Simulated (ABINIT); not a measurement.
A run of ABINIT 10.8.3 (patched build) is set up as follows.

run.abi

```
# Datasets: ground state, then fixed potential
ndtset 2

# Pseudopotentials
pp_dirpath "./"
pseudos "Ag.GGA_PBE-ansatz.xml, Cl.GGA_PBE-ansatz.xml"

# Structure
acell 3.8678740931 3.8678740931 3.8678740931 Angstrom
rprim
     0.0000000000     0.7071067812     0.7071067812
     0.7071067812     0.0000000000     0.7071067812
     0.7071067812     0.7071067812     0.0000000000
ntypat 2
znucl 47 17
natom 2
typat 1 2
xred
     0.0000000000     0.0000000000     0.0000000000
     0.5000000000     0.5000000000     0.5000000000

# Plane-wave basis
ecut 18.0
pawecutdg 36.0

# Exchange and correlation
ixc -497498
usekden 1
pawxcdev 0

# Bands and occupations
occopt 3
tsmear 0.05 eV

# SCF cycle
nstep 100

# Output
iomode 3
prtwf 0
prteig 0
prtebands 0
enunit 1
prtden1 1
prtkden1 1

# Dataset 1
kptopt1 1
ngkpt1 8 8 8
nshiftk1 1
shiftk1 0.0 0.0 0.0
nband1 17
tolvrs1 1.0e-7

# Dataset 2: bands along G-X-W-K-G-L-U-W-L-K
iscf2 -2
getden2 1
getkden2 1
nband2 23
nbdbuf2 4
tolwfr2 1.0e-11
kptopt2 -9
ndivsm2 8
prteig2 1
kptbounds2
     0.0000000000     0.0000000000     0.0000000000
     0.5000000000     0.0000000000     0.5000000000
     0.5000000000     0.2500000000     0.7500000000
     0.3750000000     0.3750000000     0.7500000000
     0.0000000000     0.0000000000     0.0000000000
     0.5000000000     0.5000000000     0.5000000000
     0.6250000000     0.2500000000     0.6250000000
     0.5000000000     0.2500000000     0.7500000000
     0.5000000000     0.5000000000     0.5000000000
     0.3750000000     0.3750000000     0.7500000000
```

Potentials or basis: Ansatz PAW PBE default generated set, frozen core.

Run with:

```bash
$ mpirun --bind-to none -np 4 abinit run.abi > log 2>&1
```

Problem. What does it give for the band gap along the path?

Solution. 1.48 eV, indirect (least direct gap 3.71 eV).

Problem. Estimate the pressure.

Solution. 2.2 GPa.

Levels at the corners of the path, in eV from the valence-band top:
| point | band 9 | band 10 | band 11 | band 12 | band 13 | band 14 | band 15 | band 16 | band 17 | band 18 |
| --- | --- | --- | --- | --- | --- | --- | --- | --- | --- | --- |
| Γ | -2.59 | -2.59 | -2.59 | -2.57 | -2.57 | 1.48 | 11.18 | 11.18 | 11.18 | 12.74 |
| X | -2.98 | -2.37 | -2.11 | -2.11 | -1.96 | 2.90 | 8.25 | 9.45 | 12.64 | 12.64 |
| W | -2.15 | -2.15 | -2.11 | -2.06 | -1.23 | 4.82 | 8.37 | 8.37 | 8.75 | 14.35 |
| K | -2.48 | -2.17 | -1.99 | -1.73 | -1.13 | 4.18 | 7.71 | 8.75 | 10.61 | 12.49 |
| Γ | -2.59 | -2.59 | -2.59 | -2.57 | -2.57 | 1.48 | 11.18 | 11.18 | 11.18 | 12.74 |
| L | -2.23 | -2.23 | -1.88 | 0.00 | 0.00 | 4.63 | 7.46 | 8.16 | 8.16 | 14.00 |
| U | -2.48 | -2.17 | -1.99 | -1.73 | -1.13 | 4.18 | 7.71 | 8.75 | 10.61 | 12.49 |
| W | -2.15 | -2.15 | -2.11 | -2.06 | -1.23 | 4.82 | 8.37 | 8.37 | 8.75 | 14.35 |
| L | -2.23 | -2.23 | -1.88 | 0.00 | 0.00 | 4.63 | 7.46 | 8.16 | 8.16 | 14.00 |
| K | -2.48 | -2.17 | -1.99 | -1.73 | -1.13 | 4.18 | 7.71 | 8.75 | 10.61 | 12.49 |

Caveat: the PAW data sets were made with another functional, which shifts forces and pressure a little.

**Experimental background.**

A printed reference work, data compilation reports, for a bulk crystal of AgCl: band gap 3.249 eV (indirect).

Against the measured gap of AgCl, 3.249 eV (indirect; a printed reference work, data compilation), the calculated 1.48 eV is off by -1.77 eV. So large a miss can be the level of theory's own, or it may mean another phase, state or a wrong row. Spin-orbit coupling on Ag is left out. The value is that of r2SCAN, without temperature or zero-point motion.
